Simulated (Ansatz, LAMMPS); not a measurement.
**Structural relaxation of a frame of liquid Al2O3 from 2500 K (95 atoms)**

Wanted: the relaxed structure of a frame of liquid Al2O3 from 2500 K (95 atoms) and its electronic structure.

Calculated with Ansatz 0.2.0; Kohn-Sham DFT, PBE, PAW (set soft_2), plane waves.

### Step 1. Starting point

The cell holds 95 atoms: 38 Al and 57 O. Cell: a = 10.461 Å, b = 10.461 Å, c = 10.461 Å, α = 90.0°, β = 90.0°, γ = 90.0°. 95 atoms (38 Al, 57 O) placed at random at 2.81 g/cm³, melted at 4500 K for 20 ps at fixed volume with the Morse and Coulomb pair potential with partial charges (Pedone, Malavasi, Menziani, Cormack and Segre, J. Phys. Chem. B 110, 11780 (2006)). Snapshot at the end of a hold of 20 ps at 2500 K and fixed volume.

Limits known from the start: The network of bonds at the start is that of the classical potential that made the cell. Only the Γ point is sampled, in a cell whose shortest periodic width is 10 Å.

### Step 2. Making the structure

A classical potential supplies the starting structure, since it reaches far longer times than DFT.

This step: classical MD, Morse and Coulomb pair potential with partial charges (Pedone, Malavasi, Menziani, Cormack and Segre, J. Phys. Chem. B 110, 11780 (2006)) (LAMMPS 22 Jul 2025 - Update 4).

in.lmp reads:

```
# melt-quench of Al38O57
units metal
atom_style charge
boundary p p p
region box block 0 10.4611 0 10.4611 0 10.4611
create_box 2 box
mass 1 26.9815   # Al
mass 2 15.9990   # O
create_atoms 1 random 38 651279 NULL overlap 1.5 maxtry 2000
create_atoms 2 random 57 651286 NULL overlap 1.5 maxtry 2000
pair_style hybrid/overlay pedone 5.5 coul/long 8.0
pair_coeff * * coul/long
pair_coeff 1 2 pedone 0.361581 1.900442 2.164818 0.9   # Al-O
pair_coeff 2 2 pedone 0.042395 1.379316 3.618701 22   # O-O
set type 1 charge 1.8
set type 2 charge -1.2
kspace_style pppm 1.0e-4
neigh_modify delay 0 every 1 check yes
thermo_style custom step time temp pe press density
thermo_modify norm yes
timestep 0.002
thermo 100
min_style cg
minimize 1e-4 1e-4 200 2000
reset_timestep 0
velocity all create 4500 651280 mom yes dist gaussian
fix lim all nve/limit 0.05
fix lan all langevin 4500 4500 0.2 651281 zero yes
thermo 500
run 1000 post no
unfix lim
unfix lan
thermo 1666
fix md all nvt temp 4500 4500 0.2
run 10000 post no
unfix md
thermo 1666
fix md all nvt temp 4500 2500 0.2
run 5000 post no
unfix md
compute msd all msd com yes
thermo 2500
fix md all nvt temp 2500 2500 0.2
run 10000 post no
print "== T2500: mean square displacement over the hold $(c_msd[4]:%.2f) A^2"
unfix md
uncompute msd
write_dump all custom T2500.dump id type xs ys zs modify sort id
```

On the command line:

```
> lmp -in in.lmp -log none -nocite
```

Numbers of over 12 decimals in the logs are rounded to 6 here.

The program printed:

```text
LAMMPS (22 Jul 2025 - Update 4)
Created orthogonal box = (0 0 0) to (10.4611 10.4611 10.4611)
Created 38 atoms
Created 57 atoms
PPPM initialization ...
  G vector (1/distance) = 0.38616941
  grid = 12 12 12
  estimated relative force accuracy = 4.4540257e-05
   Step          Time           Temp          PotEng         Press         Density
         0   0              0             -4.2666356      572617.06      2.8099619
        67   0.134          0             -13.410225     -68524.611      2.8099619
Loop time of 0.0471236 s on 1 MPI rank(s) for 67 steps with 95 atoms
Minimization stats:
  Stopping criterion = energy tolerance
[... 18 lines left out ...]
Loop time of 4.98556 s on 1 MPI rank(s) for 10000 steps with 95 atoms
   Step          Time           Temp          PotEng         Press         Density
[... 5 lines left out ...]
Loop time of 2.43208 s on 1 MPI rank(s) for 5000 steps with 95 atoms
   Step          Time           Temp          PotEng         Press         Density
[... 2 lines left out ...]
     20000   40             2225.2328     -13.132836     -70427.923      2.8099619
     22500   45             2992.2505     -13.069703     -67913.707      2.8099619
     25000   50             2030.3266     -13.048213     -33484.892      2.8099619
     26000   52             2854.2111     -13.116228     -33974.277      2.8099619
Loop time of 4.78036 s on 1 MPI rank(s) for 10000 steps with 95 atoms
== T2500: mean square displacement over the hold 36.18 A^2
```

Elapsed: 13 s, on 1 thread of Arm Neoverse V1, shared host; peak memory 0.071 GiB.

### Step 3. Single point at the start

The forces at the start show how far the geometry lies from a minimum of this functional.

input.yaml reads:

```yaml
crystal:
  lattice:
    - [10.4611, 0.0, 0.0]
    - [0.0, 10.4611, 0.0]
    - [0.0, 0.0, 10.4611]
  atoms:
    - { symbol: Al, position: [0.87532, 0.01949, 0.36457] }
    - { symbol: Al, position: [0.64019, 0.807, 0.58795] }
    - { symbol: Al, position: [0.52206, 0.54715, 0.49682] }
    - { symbol: Al, position: [0.03395, 0.3073, 0.32816] }
    - { symbol: Al, position: [0.43102, 0.80388, 0.41156] }
    - { symbol: Al, position: [0.80294, 0.0117, 0.69281] }
    - { symbol: Al, position: [0.09131, 0.50111, 0.60307] }
    - { symbol: Al, position: [0.02628, 0.61172, 0.29764] }
    - { symbol: Al, position: [0.96377, 0.11417, 0.83919] }
    - { symbol: Al, position: [0.56193, 0.44666, 0.75629] }
    - { symbol: Al, position: [0.07314, 0.22329, 0.58461] }
    - { symbol: Al, position: [0.63549, 0.97069, 0.87413] }
    - { symbol: Al, position: [0.11305, 0.90508, 0.44798] }
    - { symbol: Al, position: [0.48008, 0.04429, 0.65557] }
    - { symbol: Al, position: [0.50582, 0.23892, 0.97068] }
    - { symbol: Al, position: [0.15694, 0.87196, 0.95729] }
    - { symbol: Al, position: [0.60593, 0.33559, 0.42377] }
    - { symbol: Al, position: [0.87336, 0.5384, 0.82453] }
    - { symbol: Al, position: [0.8435, 0.34319, 0.62936] }
    - { symbol: Al, position: [0.7827, 0.14899, 0.06662] }
    - { symbol: Al, position: [0.7479, 0.65998, 0.29796] }
    - { symbol: Al, position: [0.39201, 0.29736, 0.25772] }
    - { symbol: Al, position: [0.90862, 0.73094, 0.59442] }
    - { symbol: Al, position: [0.28747, 0.54153, 0.39381] }
    - { symbol: Al, position: [0.39972, 0.81395, 0.79737] }
    - { symbol: Al, position: [0.33596, 0.60301, 0.65078] }
    - { symbol: Al, position: [0.32618, 0.03732, 0.13944] }
    - { symbol: Al, position: [0.24523, 0.12773, 0.8673] }
    - { symbol: Al, position: [0.64938, 0.41262, 0.16256] }
    - { symbol: Al, position: [0.92895, 0.33834, 0.09541] }
    - { symbol: Al, position: [0.04065, 0.01007, 0.18646] }
    - { symbol: Al, position: [0.24861, 0.39483, 0.84943] }
    - { symbol: Al, position: [0.55251, 0.04192, 0.36839] }
    - { symbol: Al, position: [0.92782, 0.65834, 0.05007] }
    - { symbol: Al, position: [0.28115, 0.13871, 0.4401] }
    - { symbol: Al, position: [0.51034, 0.78941, 0.13263] }
    - { symbol: Al, position: [0.62873, 0.67267, 0.94422] }
    - { symbol: Al, position: [0.29865, 0.53843, 0.13232] }
    - { symbol: O, position: [0.18649, 0.95401, 0.10494] }
    - { symbol: O, position: [0.17747, 0.26228, 0.81083] }
    - { symbol: O, position: [0.03961, 0.78388, 0.00892] }
    - { symbol: O, position: [0.56609, 0.19248, 0.35292] }
    - { symbol: O, position: [0.52546, 0.60079, 0.85636] }
    - { symbol: O, position: [0.03716, 0.97379, 0.34902] }
    - { symbol: O, position: [0.38018, 0.07923, 0.78517] }
    - { symbol: O, position: [0.35251, 0.16123, 0.9988] }
    - { symbol: O, position: [0.16925, 0.63066, 0.26024] }
    - { symbol: O, position: [0.66362, 0.54373, 0.07805] }
    - { symbol: O, position: [0.16862, 0.30072, 0.46643] }
    - { symbol: O, position: [0.15193, 0.07741, 0.56162] }
    - { symbol: O, position: [0.70973, 0.38162, 0.52126] }
    - { symbol: O, position: [0.74874, 0.01692, 0.43816] }
    - { symbol: O, position: [0.50603, 0.89535, 0.52679] }
    - { symbol: O, position: [0.97396, 0.49378, 0.97651] }
    - { symbol: O, position: [0.52406, 0.32126, 0.84528] }
    - { symbol: O, position: [0.46824, 0.9409, 0.23816] }
    - { symbol: O, position: [0.31008, 0.84834, 0.91234] }
    - { symbol: O, position: [0.60826, 0.1157, 0.98097] }
    - { symbol: O, position: [0.42431, 0.13752, 0.52816] }
    - { symbol: O, position: [0.85768, 0.02921, 0.19194] }
    - { symbol: O, position: [0.43337, 0.64288, 0.11763] }
    - { symbol: O, position: [0.63654, 0.6575, 0.57795] }
    - { symbol: O, position: [0.79831, 0.38644, 0.76664] }
    - { symbol: O, position: [0.03022, 0.83035, 0.54698] }
    - { symbol: O, position: [0.2711, 0.44723, 0.0064] }
    - { symbol: O, position: [0.65066, 0.05219, 0.69224] }
    - { symbol: O, position: [0.76087, 0.30071, 0.14596] }
    - { symbol: O, position: [0.94594, 0.2202, 0.41663] }
    - { symbol: O, position: [0.80078, 0.65663, 0.91491] }
    - { symbol: O, position: [0.46119, 0.40241, 0.41792] }
    - { symbol: O, position: [0.0064, 0.36692, 0.61534] }
    - { symbol: O, position: [0.28285, 0.42649, 0.25943] }
    - { symbol: O, position: [0.931, 0.22561, 0.97313] }
    - { symbol: O, position: [0.28992, 0.91677, 0.41069] }
    - { symbol: O, position: [0.04574, 0.18538, 0.20618] }
    - { symbol: O, position: [0.02601, 0.54332, 0.45412] }
    - { symbol: O, position: [0.78937, 0.83056, 0.65639] }
    - { symbol: O, position: [0.50364, 0.32937, 0.1564] }
    [... 11 atom lines left out ...]
    - { symbol: O, position: [0.32196, 0.14143, 0.27007] }
    - { symbol: O, position: [0.39796, 0.64205, 0.41904] }
    - { symbol: O, position: [0.81574, 0.00276, 0.87557] }
    - { symbol: O, position: [0.98279, 0.41908, 0.22506] }
    - { symbol: O, position: [0.59438, 0.75326, 0.28752] }
    - { symbol: O, position: [0.22328, 0.55023, 0.78387] }
kpoints:
  mp_grid: { grid: [1, 1, 1] }
hamiltonian:
  xc: pbe
scf:
  occupations: { method: fermi_dirac, width: 0.215 }
output:
  forces: true
  stress: true
  populations: intrinsic
  dos:
    method: { smearing: { sigma: 0.15 } }
    de: 0.1
    projected: { site_lists: { Al: [Al], O: [O] } }
  eigenvalues: true
```

On the command line:

```
> ansatz run input.yaml --threads 4 --pin off --max-ram 8192MiB --backend cpu --events-out ev --progress --plain --runs-dir out
```

The program printed:

```text
band count auto-derived: 338 (N_el = 456.0; filled up to band 228; 323 by the electrons, moments and atoms)
Engine: ansatz 0.2.0, aarch64-unknown-linux-gnu
Pseudopotentials: kind: paw
Pseudopotential: Al, paw, valence charge 3, recommended cutoff 420 eV (normal), Al.paw.azcp
Pseudopotential: O, paw, valence charge 6, recommended cutoff 420 eV (normal), O.paw.azcp
Functional definition: PBE
  parameter kappa = 0.804
  parameter beta = 0.066725
  exchange = pbe_x(kappa = kappa, mu = beta*pi^2/3)
  correlation = pbe_c(beta = beta)
Crystal: 95 atoms, lattice volume = 1144.806 Å³
Basis set: ecut = 420 eV, 22335 PW (Γ), exchange–correlation on 144×144×144 points (8 copies of the dense FFT grid, shifted against one another)
Bands: 338, of which v1, the nominal top of the filled ones, is band 228 counted from 1 (227 counted from 0)
Symmetry: 1 space group operations
Space group: P1 (ITA 1), of the structure as read, at distance tolerance 1.0e-4 Å
k-points: 1
Non-local potential: Al, projectors of the file, l = 0: 2, l = 1: 2, l = 2: 1
Non-local potential: O, projectors of the file, l = 0: 2, l = 1: 2, l = 2: 1
PAW form: soft (Blöchl's): semilocal exchange-correlation on the pseudo side does not see the compensation charge
PAW one-centre angular grid: Al, 110 points (default); XC on 64 Gauss nodes
PAW one-centre angular grid: O, 110 points (default); XC on 64 Gauss nodes
Initial density: superposition of atomic densities (neutral atoms: chi_scale 0, normalization atom), corrected by the library's trained network
Initial wavefunctions: pseudopotential atomic-orbital guess
Functional: x = pbe(κ = 0.804, μ = 0.219515), c = pbe(β = 0.066725)
SCF iter   1: F=—  HF=-52852.661263 eV  |F-HF|=—  |Δ(HF+E_count)|=         —  Δρ=3.39e-3  dr2=1.65e-1  ethr=1.77e-3  ⟨swp⟩=5.0  Hψ=1442  notcnv=0  defer=44
preconditioner: auto → Resta (q_TF=auto, 2.340 Å⁻¹)  ε∞=3.4  [insulator: Δε(μ)=1.251 eV  Ē_g=14.974 eV  σ=0.215 eV  W_gap=0.88  n_scr=250 (ndim 8)  ℏωp=23.4 eV  f_vac=0.050  D(μ)=1.54/eV (n_scr^D=0)  ε∞_Penn≈3.4]
SCF iter   2: F=—  HF=-52852.650475 eV  |F-HF|=—  |Δ(HF+E_count)|=   1.08e-2  Δρ=1.99e-3  dr2=3.77e-2  ethr=3.63e-5  ⟨swp⟩=2.0  Hψ=487  notcnv=0  defer=44
SCF iter   3: F=—  HF=-52852.652915 eV  |F-HF|=—  |Δ(HF+E_count)|=   2.44e-3  Δρ=9.59e-4  dr2=1.42e-2  ethr=8.27e-6  ⟨swp⟩=2.0  Hψ=455  notcnv=0  defer=44
SCF iter   4: F=—  HF=-52852.654629 eV  |F-HF|=—  |Δ(HF+E_count)|=   1.71e-3  Δρ=6.13e-4  dr2=4.89e-3  ethr=3.11e-6  ⟨swp⟩=2.0  Hψ=454  notcnv=0  defer=44
SCF iter   5: F=—  HF=-52852.654125 eV  |F-HF|=—  |Δ(HF+E_count)|=   5.04e-4  Δρ=2.07e-4  dr2=5.19e-4  ethr=1.07e-6  ⟨swp⟩=2.0  Hψ=453  notcnv=0  defer=44
SCF iter   6: F=—  HF=-52852.654226 eV  |F-HF|=—  |Δ(HF+E_count)|=   1.01e-4  Δρ=1.22e-4  dr2=1.65e-4  ethr=1.14e-7  ⟨swp⟩=2.0  Hψ=564  notcnv=0  defer=44
SCF iter   7: F=—  HF=-52852.654224 eV  |F-HF|=—  |Δ(HF+E_count)|=   1.88e-6  Δρ=3.47e-5  dr2=1.34e-5  ethr=3.62e-8  ⟨swp⟩=2.0  Hψ=459  notcnv=0  defer=44
SCF iter   8: F=—  HF=-52852.655544 eV  |F-HF|=—  |Δ(HF+E_count)|=   1.32e-3  Δρ=2.30e-5  dr2=6.06e-6  ethr=2.93e-9  ⟨swp⟩=2.0  Hψ=510  notcnv=0  defer=44
SCF iter   9: F=—  HF=-52852.655545 eV  |F-HF|=—  |Δ(HF+E_count)|=   1.35e-6  Δρ=7.33e-6  dr2=5.91e-7  ethr=1.33e-9  ⟨swp⟩=2.0  Hψ=460  notcnv=0  defer=44
SCF iter  10: F=—  HF=-52852.655546 eV  |F-HF|=—  |Δ(HF+E_count)|=   5.87e-7  Δρ=3.99e-6  dr2=1.58e-7  ethr=1.30e-10  ⟨swp⟩=2.0  Hψ=497  notcnv=0  defer=44
SCF iter  11: F=-52852.655546 eV  HF=-52852.655546 eV  |F-HF|=6.77e-10  |Δ(HF+E_count)|=   4.15e-8  Δρ=1.68e-6  dr2=2.99e-8  ethr=2.19e-11  ⟨swp⟩=15.0  Hψ=1767  notcnv=0
SCF 1 converged in 11 iterations: F = -52852.655546 eV  dr2 = 2.99e-8
  greatest PAW one-centre occupation: 0.878 electrons in one spin orbital (limit 2), on the O atom at site 43 (counted from 0), in its partial waves of l = 0
SCF converged after 11 iterations
Free energy (F): -52852.655546 eV
Harris-Foulkes:  -52852.655546 eV  (|F-HF|=6.77e-10)
Internal energy: -52852.282862 eV  (E = F + TS)
E sigma→0 (E₀):  -52852.469204 eV
Entropy (-TS):   -0.372684 eV (-3.923 meV/atom)
Fermi energy:    5.951787 eV
--- Per-component energies (eV) ---
  E_band       = -1082.527059
  E_kinetic    = 11101.083836
  E_local      = -26531.247986  (includes V_loc(G=0)·N_el)
  E_nonlocal   = 3121.359812
  E_hartree    = 9990.634465
  E_xc         = -5768.442340
  E_vxc        = -6534.082795  (∫ρ·V_xc dr)
  E_paw        = -26812.688485  (= ΣΔE_a)
  E_vpaw       = -2221.045217  (= ΣTr[D̂ρ^β])
  E_aug_tail   = 0.142989  (compensation charges beyond the density's cutoff)
  E_ewald      = -17953.125153
  E_smearing   = -0.372684  (= −TS)
  E_closure    = 0.000000  (closes the sum)
  Σ components = -52852.655546   (vs F -52852.655546, Δ=0.00e0)
--- Forces (eV/Å), atoms counted from 1 ---
  atom   1  Al     3.96093457     3.31530749    -2.80893831
  atom   2  Al     0.12418254     4.09030529     1.04399923
  atom   3  Al     3.71307041     1.21518016    -1.21500069
  atom   4  Al     3.64526683     0.24626935    -0.37520281
  atom   5  Al    -1.50330058     1.80394495    -1.65347486
  atom   6  Al     0.23040646    -1.48961659    -1.77117231
  atom   7  Al    -1.98730882     2.93626460     0.17334902
  atom   8  Al    -5.88979931    -4.01862187     3.90483012
  atom   9  Al    -1.66571878     2.02316275     2.29435879
  atom  10  Al     0.85492236     3.20442235     0.95050164
  atom  11  Al     0.14961304    -1.99238037    -3.37117151
  atom  12  Al    -0.02737567     0.10957878     0.04191975
  atom  13  Al    10.98887792    -1.19050011     6.40225094
  atom  14  Al    -0.09047708     0.16931442    -0.64300324
[...]
atom  94  O      0.44994483    -0.09382094     0.23711513
  atom  95  O      0.19728506    -1.39789466    -2.33370686
  max |Σ_I F_I| component: 1.28e-4 eV/Å
--- Stress (GPa, compression-positive) ---
        8.616984       3.277595      -4.230674
        3.277606       4.388322      -3.230853
       -4.230675      -3.230863       7.445822
  P = ⅓ Tr σ = 6.8170 GPa (68.170 kbar)
--- Band table (eV) ---
  k-point 0: bands = ["-15.7297", "-15.6789", "-15.2015", "-14.9603", [... 322 levels ...], "15.1950", "15.2561", "15.2766", "15.3408", "15.4361", "15.4407", "15.5135", "15.5431", "15.5730", "15.6831", "15.7050", "15.7866"]
--- intrinsic populations: 95 sites ---
  site symbol       q [e]
     0     Al      1.6195
     1     Al      1.6302
     2     Al      1.6849
[...]
94      O      6.8464
  spilling = 0.000000 (of n_electrons = 456.000000)
```

It took 21 s on 4 threads of Arm Neoverse V1, shared host; peak memory 1.3 GiB; 72 s of CPU time.

The column dr2 measures how far the density is from self-consistency, as an energy; F and HF (Harris–Foulkes) agree once it is small.

The run gave:

```
free energy                             : -52852.6555 eV
free energy per atom                    : -556.3437 eV/atom
SCF cycles                              : 11
pressure                                : 6.817 GPa
r.m.s. force component                  : 2.549 eV/Å
longest force                           : 12.77 eV/Å
Fermi energy                            : 5.952 eV
levels partly filled by over 2 per cent : 3
```

The r.m.s. force component of 2.5 eV/Å and the pressure of 6.8 GPa set the starting point.

Neighbours are counted within 2.49 Å (O-Al).

Length of the force by element and coordination:

```
element  coordination  atoms  mean length of the force (eV/Å)  spread  least  most
     Al           all     38                             4.21    2.28  0.120  12.8
     Al             3      3                             4.92    1.24   3.45  6.49
     Al             4     25                             4.46    2.37   1.33  12.8
     Al             5     10                             3.39    2.06  0.120  8.10
      O           all     57                             3.59    2.08  0.517  9.94
      O             2     17                             4.20    2.10  0.796  8.08
      O             3     35                             3.29    2.06  0.517  9.94
      O             4      5                             3.64    1.60   2.15  6.47
```

(Part 1 of 3 ends here.)

[Logs are printed without paths, hosts, clocks, repeated set-up lines and the standing remarks that a program may print on its own settings, such as how far it seeks lower states.]

[Hosts, paths, dates, database ids (printed as entryN), source tags and the programs' standing remarks are cut or masked in the printed files.]
